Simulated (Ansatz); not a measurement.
**Dielectric response of BN (110) films**

How well do thin zincblende BN (110) films screen a perpendicular field?

Calculated with Ansatz 0.2.0; plane-wave DFT, PBE, Ansatz PAW, in the first sound run; inputs show where later runs differ.

## (1) Set-up

The cell holds 10 atoms: 5 B and 5 N. Its edges and angles: a = 2.556 Å, b = 3.615 Å, c = 23.112 Å, α = 90.0°, β = 90.0°, γ = 90.0°. It derives from BN (zincblende BN). Vacuum lies along c.

As a file:

```xyz
10
Lattice="2.5562 0.0000 0.0000 0.0000 3.6150 0.0000 0.0000 0.0000 23.1124" Properties=species:S:1:pos:R:3
B     1.2781    1.8075    9.0000
N     0.0000    2.7113    9.0000
B     0.0000    0.0000   10.2781
N     1.2781    0.9038   10.2781
B     1.2781    1.8075   11.5562
N     0.0000    2.7113   11.5562
B     0.0000    0.0000   12.8343
N     1.2781    0.9038   12.8343
B     1.2781    1.8075   14.1124
N     0.0000    2.7113   14.1124
```

## (2) Relaxation, 10 atoms, units 5

The structure is relaxed first, because levels and dipoles at a surface follow the positions of the outer atoms.

Input file input.yaml:

```yaml
crystal:
  lattice:
    - [2.55619101, 0.0, 0.0]
    - [0.0, 3.615, 0.0]
    - [0.0, 0.0, 23.112382028]
  atoms:
    - { symbol: B, position: [0.5, 0.5, 0.3894016631] }
    - { symbol: "N", position: [0.0, 0.75, 0.3894016631] }
    - { symbol: B, position: [0.0, 0.0, 0.4447008316] }
    - { symbol: "N", position: [0.5, 0.25, 0.4447008316] }
    - { symbol: B, position: [0.5, 0.5, 0.5] }
    - { symbol: "N", position: [0.0, 0.75, 0.5] }
    - { symbol: B, position: [0.0, 0.0, 0.5552991684] }
    - { symbol: "N", position: [0.5, 0.25, 0.5552991684] }
    - { symbol: B, position: [0.5, 0.5, 0.6105983369] }
    - { symbol: "N", position: [0.0, 0.75, 0.6105983369] }
kpoints:
  mp_grid: { grid: [10, 8, 1] }
hamiltonian:
  xc: pbe
scf:
  occupations: { method: fixed }
  convergence: { dr2_threshold: 1.0e-09 }
efield:
  axis: 3
  dipole_correction: true
  ramp_position: 0.97
  ramp_width: 0.06
relax:
  f_tol: 0.003
  max_steps: 100
output:
  write_potential: true
  write_density: true
  volumetric_format: npy
```

On the command line:

```bash
> ansatz run input.yaml --threads 4 --pin off --max-ram 16384MiB --backend cpu --events-out ev --progress --plain --runs-dir out
```

Numbers of over 12 decimals in the logs are rounded to 6 here.

Log:

```text
Engine: ansatz 0.2.0, aarch64-unknown-linux-gnu
Pseudopotentials: kind: paw
Pseudopotential: B, paw, valence charge 3, recommended cutoff 420 eV (normal), B.paw.azcp
Pseudopotential: N, paw, valence charge 5, recommended cutoff 420 eV (normal), N.paw.azcp
Functional definition: PBE
  parameter kappa = 0.804
  parameter beta = 0.066725
  exchange = pbe_x(kappa = kappa, mu = beta*pi^2/3)
  correlation = pbe_c(beta = beta)
Crystal: 10 atoms, lattice volume = 213.573 Å³
Basis set: ecut = 420 eV, 4189 PW (Γ), exchange–correlation on 36×50×320 points (8 copies of the dense FFT grid, shifted against one another)
Bands: 30, of which v1, the nominal top of the filled ones, is band 20 counted from 1 (19 counted from 0)
Symmetry: 2 space group operations
k-points: 30 of 80 (time reversal used)
Non-local potential: B, projectors of the file, l = 0: 2, l = 1: 2, l = 2: 1
Non-local potential: N, projectors of the file, l = 0: 2, l = 1: 2, l = 2: 1
PAW form: soft (Blöchl's): semilocal exchange-correlation on the pseudo side does not see the compensation charge
PAW one-centre angular grid: B, 110 points (default); XC on 64 Gauss nodes
PAW one-centre angular grid: N, 110 points (default); XC on 64 Gauss nodes
Initial density: superposition of atomic densities (neutral atoms: chi_scale 0, normalization atom), corrected by the library's trained network
Initial wavefunctions: pseudopotential atomic-orbital guess
Functional: x = pbe(κ = 0.804, μ = 0.219515), c = pbe(β = 0.066725)
SCF iter   1: F=—  HF=-2706.043560 eV  |F-HF|=—  |Δ(HF+E_count)|=         —  Δρ=5.39e-3  dr2=6.67e-2  ethr=1.77e-3  p=0.000 e·Å  D=2.87e-14 V/Å  ΔV_dip=-0.00 eV  dr2_dipole=8.93e-9  V_vac-E_F(+/−)=5.67/5.67 eV  ⟨swp⟩=5.0  Hψ=4252  notcnv=0  defer=240
efield: sawtooth ramp at fractional position 0.9700 (set: `efield.ramp_position`, or a place that a band, a saddle search or an elastic batch's reference lends), width 0.0600; the density the first Hamiltonian is built on has a dipole p = 0.000 e·Å; the dipole correction subtracts the counter field D = 2.87e-14 V/Å, which shifts the + side's vacuum level by -0.00 eV against the − side's; the planar-averaged density in the ramp window peaks in size at 3.3e-6 e/Å³
preconditioner: auto → Resta (q_TF=auto, 2.064 Å⁻¹)  ε∞=2.2  [insulator: Δε(μ)=1.970 eV  Ē_g=14.784 eV  n_scr=32 (ndim 8)  ℏωp=16.1 eV  f_vac=0.633  ε∞_Penn≈2.2  vacuum switching on, ρ_ref=1.6e-2 e/Å³]
SCF iter   2: F=—  HF=-2706.032408 eV  |F-HF|=—  |Δ(HF+E_count)|=   1.12e-2  Δρ=2.50e-3  dr2=7.89e-3  ethr=1.67e-4  p=-0.000 e·Å  D=-3.17e-5 V/Å  ΔV_dip=0.00 eV  dr2_dipole=1.26e-8  V_vac-E_F(+/−)=5.61/5.61 eV  ⟨swp⟩=2.8  Hψ=1715  notcnv=0  defer=240
density mixer auto → msr1: gapped (density of states about μ 0.10 of a free-electron gas's, 32 screened modes)
SCF iter   3: F=—  HF=-2706.032924 eV  |F-HF|=—  |Δ(HF+E_count)|=   5.16e-4  Δρ=1.11e-3  dr2=1.64e-3  ethr=1.97e-5  p=0.000 e·Å  D=5.02e-7 V/Å  ΔV_dip=-0.00 eV  dr2_dipole=2.77e-10  V_vac-E_F(+/−)=5.67/5.67 eV  ⟨swp⟩=2.8  Hψ=1423  notcnv=0  defer=240
SCF iter   4: F=—  HF=-2706.033544 eV  |F-HF|=—  |Δ(HF+E_count)|=   6.19e-4  Δρ=5.21e-4  dr2=4.17e-4  ethr=4.11e-6  p=-0.000 e·Å  D=-8.08e-6 V/Å  ΔV_dip=0.00 eV  dr2_dipole=1.32e-9  V_vac-E_F(+/−)=5.67/5.67 eV  ⟨swp⟩=2.6  Hψ=1379  notcnv=0  defer=240
SCF iter   5: F=—  HF=-2706.033633 eV  |F-HF|=—  |Δ(HF+E_count)|=   8.91e-5  Δρ=1.22e-4  dr2=2.12e-5  ethr=1.04e-6  p=0.000 e·Å  D=3.11e-6 V/Å  ΔV_dip=-0.00 eV  dr2_dipole=1.24e-10  V_vac-E_F(+/−)=5.68/5.68 eV  ⟨swp⟩=2.6  Hψ=1349  notcnv=0  defer=240
SCF iter   6: F=—  HF=-2706.033645 eV  |F-HF|=—  |Δ(HF+E_count)|=   1.17e-5  Δρ=1.82e-5  dr2=7.95e-7  ethr=5.30e-8  p=-0.000 e·Å  D=-2.67e-6 V/Å  ΔV_dip=0.00 eV  dr2_dipole=1.73e-10  V_vac-E_F(+/−)=5.69/5.69 eV  ⟨swp⟩=2.1  Hψ=1317  notcnv=0  defer=240
SCF iter   7: F=—  HF=-2706.033545 eV  |F-HF|=—  |Δ(HF+E_count)|=   9.95e-5  Δρ=6.23e-6  dr2=6.83e-8  ethr=1.99e-9  p=0.000 e·Å  D=2.79e-6 V/Å  ΔV_dip=-0.00 eV  dr2_dipole=1.44e-10  V_vac-E_F(+/−)=5.69/5.69 eV  ⟨swp⟩=2.1  Hψ=1462  notcnv=0  defer=237
SCF iter   8: F=—  HF=-2706.033545 eV  |F-HF|=—  |Δ(HF+E_count)|=   3.44e-8  Δρ=1.42e-6  dr2=3.11e-9  ethr=1.71e-10  p=-0.000 e·Å  D=-1.22e-6 V/Å  ΔV_dip=0.00 eV  dr2_dipole=3.09e-11  V_vac-E_F(+/−)=5.69/5.69 eV  ⟨swp⟩=2.4  Hψ=1552  notcnv=0  defer=237
SCF iter   9: F=-2706.033545 eV  HF=-2706.033545 eV  |F-HF|=1.94e-10  |Δ(HF+E_count)|=   1.03e-9  Δρ=3.98e-7  dr2=3.70e-10  ethr=2.50e-12  p=0.000 e·Å  D=1.05e-6 V/Å  ΔV_dip=-0.00 eV  dr2_dipole=2.23e-11  V_vac-E_F(+/−)=5.69/5.69 eV  ⟨swp⟩=9.3  Hψ=5704  notcnv=0
SCF 1 converged in 9 iterations: F = -2706.033545 eV  dr2 = 3.70e-10
  greatest PAW one-centre occupation: 0.789 electrons in one spin orbital (limit 2), on the N atom at site 3 (counted from 0), in its partial waves of l = 0
relax step   1: F+E_penalty+E_count = -2706.03354518 eV  Δ(F+E_penalty+E_count) = +0.000e0 eV  max|allowed force component| = 4.987e0 eV/Å  Δτ_max = 0.0000 Å  (9 SCF iters, accepted)
Initial density: handed on by an earlier stage of this run
Initial wavefunctions: those handed on with the density
iter 1 solved again at ethr=5.97e-4 eV; its pass at ethr=3.10e-3 eV (dr2=2.39e-1 eV) is discarded
SCF iter   1: F=—  HF=-2707.740650 eV  |F-HF|=—  |Δ(HF+E_count)|=         —  Δρ=1.22e-2  dr2=2.37e-1  ethr=5.97e-4  p=0.000 e·Å  D=1.05e-6 V/Å  ΔV_dip=-0.00 eV  dr2_dipole=3.73e-11  V_vac-E_F(+/−)=6.27/6.27 eV  ⟨swp⟩=1.0  Hψ=4390  notcnv=0  defer=240
efield: sawtooth ramp at fractional position 0.9700 (set: `efield.ramp_position`, or a place that a band, a saddle search or an elastic batch's reference lends), width 0.0600; the density the first Hamiltonian is built on has a dipole p = 0.000 e·Å; the dipole correction subtracts the counter field D = 1.05e-6 V/Å, which shifts the + side's vacuum level by -0.00 eV against the − side's; the planar-averaged density in the ramp window peaks in size at 2.0e-7 e/Å³
preconditioner: auto → Resta (q_TF=auto, 2.064 Å⁻¹)  ε∞=2.1  [insulator: Δε(μ)=2.674 eV  Ē_g=15.354 eV  n_scr=32 (ndim 8)  ℏωp=16.1 eV  f_vac=0.650  ε∞_Penn≈2.1  vacuum switching on, ρ_ref=1.7e-2 e/Å³]
SCF iter   2: F=—  HF=-2707.728567 eV  |F-HF|=—  |Δ(HF+E_count)|=   1.21e-2  Δρ=5.99e-3  dr2=3.84e-2  ethr=5.93e-4  p=-0.000 e·Å  D=-9.08e-7 V/Å  ΔV_dip=0.00 eV  dr2_dipole=7.10e-13  V_vac-E_F(+/−)=6.41/6.41 eV  ⟨swp⟩=2.4  Hψ=1211  notcnv=0  defer=240  κ⁻¹=1.0e0(r=1)
density mixer auto → broyden: gapped, where msr1 would fit the directions that read negative (density of states about μ 0.02 of a free-electron gas's, 32 screened modes)
[...]
SCF 3 converged in 10 iterations: F = -2707.938279 eV  dr2 = 1.34e-10
  greatest PAW one-centre occupation: 0.792 electrons in one spin orbital (limit 2), on the N atom at site 9 (counted from 0), in its partial waves of l = 0
relax step   3: F+E_penalty+E_count = -2707.93827899 eV  Δ(F+E_penalty+E_count) = -1.922e-1 eV  max|allowed force component| = 1.434e0 eV/Å  Δτ_max = 0.0960 Å  (10 SCF iters, accepted)
[...]
relax step   4: F+E_penalty+E_count = -2708.12630756 eV  Δ(F+E_penalty+E_count) = -1.880e-1 eV  max|allowed force component| = 4.322e-1 eV/Å  Δτ_max = 0.0912 Å  (10 SCF iters, accepted)
[...]
relax step   5: F+E_penalty+E_count = -2708.13709430 eV  Δ(F+E_penalty+E_count) = -1.079e-2 eV  max|allowed force component| = 2.614e-1 eV/Å  Δτ_max = 0.0381 Å  (9 SCF iters, accepted)
[...]
relax step   6: F+E_penalty+E_count = -2708.14187328 eV  Δ(F+E_penalty+E_count) = -4.779e-3 eV  max|allowed force component| = 3.358e-2 eV/Å  Δτ_max = 0.0121 Å  (8 SCF iters, accepted)
SCF iter   1: F=—  HF=-2708.142128 eV  |F-HF|=—  |Δ(HF+E_count)|=         —  Δρ=2.50e-4  dr2=2.10e-4  ethr=1.30e-6  p=-0.000 e·Å  D=-1.11e-8 V/Å  ΔV_dip=0.00 eV  dr2_dipole=1.10e-17  V_vac-E_F(+/−)=6.56/6.56 eV  ⟨swp⟩=2.0  Hψ=2010  notcnv=0  defer=240
efield: sawtooth ramp at fractional position 0.9700 (set: `efield.ramp_position`, or a place that a band, a saddle search or an elastic batch's reference lends), width 0.0600; the density the first Hamiltonian is built on has a dipole p = -0.000 e·Å; the dipole correction subtracts the counter field D = -1.11e-8 V/Å, which shifts the + side's vacuum level by +0.00 eV against the − side's; the planar-averaged density in the ramp window peaks in size at 2.0e-7 e/Å³
preconditioner: auto → Resta (q_TF=auto, 2.064 Å⁻¹)  ε∞=2.0  [insulator: Δε(μ)=2.245 eV  Ē_g=15.738 eV  n_scr=32 (ndim 8)  ℏωp=16.1 eV  f_vac=0.649  ε∞_Penn≈2.0  vacuum switching on, ρ_ref=1.8e-2 e/Å³]
SCF iter   2: F=—  HF=-2708.142066 eV  |F-HF|=—  |Δ(HF+E_count)|=   6.11e-5  Δρ=7.55e-5  dr2=7.93e-6  ethr=5.26e-7  p=-0.000 e·Å  D=-3.54e-8 V/Å  ΔV_dip=0.00 eV  dr2_dipole=3.46e-13  V_vac-E_F(+/−)=6.55/6.55 eV  ⟨swp⟩=2.2  Hψ=1554  notcnv=0  defer=214  κ⁻¹=1.0e0(r=1)
density mixer auto → broyden: gapped, where msr1 would fit the directions that read negative (density of states about μ 0.03 of a free-electron gas's, 32 screened modes)
SCF iter   3: F=—  HF=-2708.142065 eV  |F-HF|=—  |Δ(HF+E_count)|=   1.86e-6  Δρ=3.67e-5  dr2=1.26e-6  ethr=1.98e-8  p=-0.000 e·Å  D=-2.23e-7 V/Å  ΔV_dip=0.00 eV  dr2_dipole=2.44e-13  V_vac-E_F(+/−)=6.55/6.55 eV  ⟨swp⟩=2.5  Hψ=1583  notcnv=0  defer=185  κ⁻¹=2.3e-2(r=2)
SCF iter   4: F=—  HF=-2708.141965 eV  |F-HF|=—  |Δ(HF+E_count)|=   9.99e-5  Δρ=1.32e-5  dr2=1.76e-7  ethr=3.14e-9  p=-0.000 e·Å  D=-2.14e-8 V/Å  ΔV_dip=0.00 eV  dr2_dipole=2.24e-14  V_vac-E_F(+/−)=6.55/6.55 eV  ⟨swp⟩=2.6  Hψ=1306  notcnv=0  defer=174  κ⁻¹=3.0e-3(r=3)
SCF iter   5: F=—  HF=-2708.141965 eV  |F-HF|=—  |Δ(HF+E_count)|=   3.43e-8  Δρ=4.40e-6  dr2=1.80e-8  ethr=4.41e-10  p=-0.000 e·Å  D=-4.92e-8 V/Å  ΔV_dip=0.00 eV  dr2_dipole=5.01e-15  V_vac-E_F(+/−)=6.55/6.55 eV  ⟨swp⟩=2.6  Hψ=1362  notcnv=0  defer=175  κ⁻¹=1.5e-4(r=4)
SCF iter   6: F=-2708.141965 eV  HF=-2708.141965 eV  |F-HF|=2.43e-10  |Δ(HF+E_count)|=   7.30e-9  Δρ=7.30e-7  dr2=5.80e-10  ethr=2.50e-12  p=-0.000 e·Å  D=-1.43e-8 V/Å  ΔV_dip=0.00 eV  dr2_dipole=2.70e-14  V_vac-E_F(+/−)=6.55/6.55 eV  ⟨swp⟩=8.0  Hψ=6293  notcnv=0
SCF 7 converged in 6 iterations: F = -2708.141965 eV  dr2 = 5.80e-10
relax step   7: F+E_penalty+E_count = -2708.14196474 eV  Δ(F+E_penalty+E_count) = -9.146e-5 eV  max|allowed force component| = 1.616e-3 eV/Å  Δτ_max = 0.0017 Å  (6 SCF iters, accepted)
NSCF: frozen V_eff on 30 k-points
the band table was solved once a step of the walk had ended and its energy, with any forces and stress, was formed, with the checks that follow a solve (7868 applications of the Hamiltonian). They found nothing against the state; the energy, forces and stress were not computed again (output.eigenvalues in the input reference)
WARN: The output density's exchange-correlation potential varies sharply where the density is thin. Do not read a vacuum level from v_tot or v_xc, or from such a field of the output density. On a cell that repeats whose density bears no net charge and no dipole along the vacuum's axis use v_es (v_loc + v_h of the components); under efield.dipole_correction with no amplitude use v_es + v_field, which holds any externa [...]
SCF converged after 6 iterations
Stability not checked: this state was not tested for a lower state beside it, because the mixer in use, unlike msr1, does not test its closes by its own steps (another_mixer; see scf.mixing.algorithm and scf.lower_state_search)
Free energy (F): -2708.141965 eV
Harris-Foulkes:  -2708.141965 eV  (|F-HF|=2.43e-10)
Internal energy: -2708.141965 eV  (E = F + TS)
E sigma→0 (E₀):  -2708.141965 eV
Fermi energy:    -1.591041 eV
Dipole field:    D = 0.000000 V/Å  (p = 0.000000 e·Å, saw-weighted, corrected)
Work function:   Φ+ = 6.5527 eV   Φ− = 6.5527 eV
Levels:          The Fermi level and band energies are counted from a zero that moves with the ramp; work functions are not
--- Per-component energies (eV) ---
  E_band       = -374.505411
  E_kinetic    = 917.504656
  E_local      = -32850.199672  (includes V_loc(G=0)·N_el)
  E_nonlocal   = 285.238947
  E_hartree    = 15980.395436
  E_xc         = -463.500940
  E_vxc        = -575.860074  (∫ρ·V_xc dr)
  E_paw        = -1032.011857  (= ΣΔE_a)
  E_vpaw       = -111.980587  (= ΣTr[D̂ρ^β])
  E_aug_tail   = 0.000505  (compensation charges beyond the density's cutoff)
  E_efield     = 0.000000  (sawtooth field / dipole correction)
  E_vefield    = 0.000000  (∫n·V_field dr)
  E_ewald      = 14454.430962
  E_smearing   = -0.000000  (= −TS)
  E_closure    = 0.000000  (closes the sum)
  Σ components = -2708.141965   (vs F -2708.141965, Δ=0.00e0)
--- Forces (eV/Å), atoms counted from 1 ---
  atom   1  B      0.00000000     0.00028743    -0.00053990
  atom   2  N      0.00000000     0.00022666     0.00020688
  atom   3  B      0.00000000    -0.00085736     0.00053094
  atom   4  N      0.00000000    -0.00073563     0.00142047
  atom   5  B      0.00000000     0.00161418    -0.00000017
  atom   6  N      0.00000000     0.00052145    -0.00000007
  atom   7  B      0.00000000    -0.00085744    -0.00053114
  atom   8  N      0.00000000    -0.00073555    -0.00141996
  atom   9  B      0.00000000     0.00028747     0.00053969
  atom  10  N      0.00000000     0.00022654    -0.00020657
  max |Σ_I F_I| component: 2.23e-5 eV/Å
--- Band table (eV; the first three rows and the last of 30) ---
  k-point 0: bands = [... 16 lower, -3.2513, -2.4428, -2.1754, -1.6921, 2.8044, 3.8109, 3.9560, 4.7345, ... 6 higher]
  k-point 1: bands = [... 16 lower, -3.3701, -2.6813, -1.9429, -1.9345, 2.8624, 3.8325, 3.9656, 4.8672, ... 6 higher]
  k-point 2: bands = [... 16 lower, -3.6967, -3.2870, -2.3606, -1.6901, 2.9132, 3.6190, 4.4041, 5.3219, ... 6 higher]
  k-point 29: bands = [... 16 lower, -4.8934, -4.4956, -2.1612, -1.5910, 2.0277, 2.6566, 6.9078, 8.2199, ... 6 higher]
--- Relaxed structure (7 steps of the walk, 7 accepted, 0 SCFs on fresh bases) ---
  F+E_penalty+E_count = -2708.14196474 eV   max|allowed force component| = 1.616e-3 eV/Å
  atoms:
    - { symbol: B, position: [0.5, 0.544456, 0.398373] }
    - { symbol: N, position: [0.0, 0.728163, 0.388895] }
    - { symbol: B, position: [0.0, -0.00571948, 0.442312] }
    - { symbol: N, position: [0.5, 0.237937, 0.443296] }
    - { symbol: B, position: [0.5, 0.495616, 0.500000] }
    - { symbol: N, position: [0.0, 0.744712, 0.500000] }
    - { symbol: B, position: [0.0, -0.00571947, 0.557688] }
    - { symbol: N, position: [0.5, 0.237937, 0.556704] }
    - { symbol: B, position: [0.5, 0.544456, 0.601627] }
    - { symbol: N, position: [0.0, 0.728163, 0.611105] }
```

It took 23 s on 4 threads of Arm Neoverse V2, shared host; peak memory 0.54 GiB.

Relaxation path:

| step | energy less that of the first step (eV) | largest force component (eV/Å) |
| --- | --- | --- |
| 1 | 0.0000 | 4.9874 |
| 2 | -1.7125 | 2.5675 |
| 3 | -1.9047 | 1.4341 |
| 4 | -2.0928 | 0.4322 |
| 5 | -2.1035 | 0.2614 |
| 6 | -2.1083 | 0.0336 |
| 7 | -2.1084 | 0.0016 |

The run keeps the 2 symmetry operations that it works with, so distortions that break them were not tested.

The atoms that moved most (Å):

| atom | dx | dy | dz | length |
| --- | --- | --- | --- | --- |
| B9 | 0.000 | 0.161 | -0.207 | 0.262 |
| B1 | 0.000 | 0.161 | 0.207 | 0.262 |
| N2 | 0.000 | -0.079 | -0.012 | 0.080 |
| N10 | 0.000 | -0.079 | 0.012 | 0.080 |
| B7 | 0.000 | -0.021 | 0.055 | 0.059 |
| B3 | 0.000 | -0.021 | -0.055 | 0.059 |
| N4 | 0.000 | -0.044 | -0.032 | 0.054 |
| N8 | 0.000 | -0.044 | 0.032 | 0.054 |

Final coordinates:

```xyz
10
Lattice="2.5562 0.0000 0.0000 0.0000 3.6150 0.0000 0.0000 0.0000 23.1124" Properties=species:S:1:pos:R:3
B     1.2781    1.9682    9.2074
N     0.0000    2.6323    8.9883
B     0.0000   -0.0207   10.2229
N     1.2781    0.8601   10.2456
B     1.2781    1.7917   11.5562
N     0.0000    2.6921   11.5562
B     0.0000   -0.0207   12.8895
N     1.2781    0.8601   12.8668
B     1.2781    1.9682   13.9050
N     0.0000    2.6323   14.1241
```

Numbers from this step:

| Property | Result |
| --- | --- |
| gap on the k-mesh | 2.245 eV |
| dipole along the normal | 2.35e-7 e·Å |
| ionisation energy, upper face | 6.553 eV |
| electron affinity, upper face | 4.307 eV |

Running mean over 1.278 Å of the planar mean; the ramp of the sawtooth is left out. Electron's electrostatic potential energy less the highest filled level against z:

```csv
z (Å),electron's electrostatic potential energy less the highest filled level (eV)
3.5,6.55
4.0,6.55
4.5,6.55
5.0,6.55
5.5,6.55
6.0,6.55
6.5,6.53
7.0,6.46
7.5,6.12
8.0,4.12
8.5,-1.86
9.0,-7.54
9.5,-10.4
10.0,-10.8
10.5,-9.51
11.0,-9.01
11.5,-9.23
12.0,-9.03
12.5,-9.31
13.0,-10.5
13.5,-10.8
14.0,-8.37
14.5,-3.40
15.0,3.13
15.5,5.91
16.0,6.43
16.5,6.53
17.0,6.55
17.5,6.55
18.0,6.55
18.5,6.55
19.0,6.55
19.5,6.55
20.0,6.55
```

The relaxation took 7 steps and lowered the energy by 2.1 eV; the largest force on the free atoms ends at 0.0016 eV/Å.

The gap is 2.25 eV, with the valence edge 6.55 eV and the conduction edge 4.31 eV under the upper vacuum level.

[end of part 1 of 7]

[Logs are printed without paths, hosts, clocks, repeated set-up lines and the standing remarks that a program may print on its own settings, such as how far it seeks lower states.]

[Hosts, paths, dates, database ids (printed as entryN), source tags and the programs' standing remarks are cut or masked in the printed files.]

[Maps of the electrostatic potential energy from Ansatz leave out the sawtooth potential of an applied field or a dipole correction, so their vacuum need not be flat; planar profiles and work functions include it.]
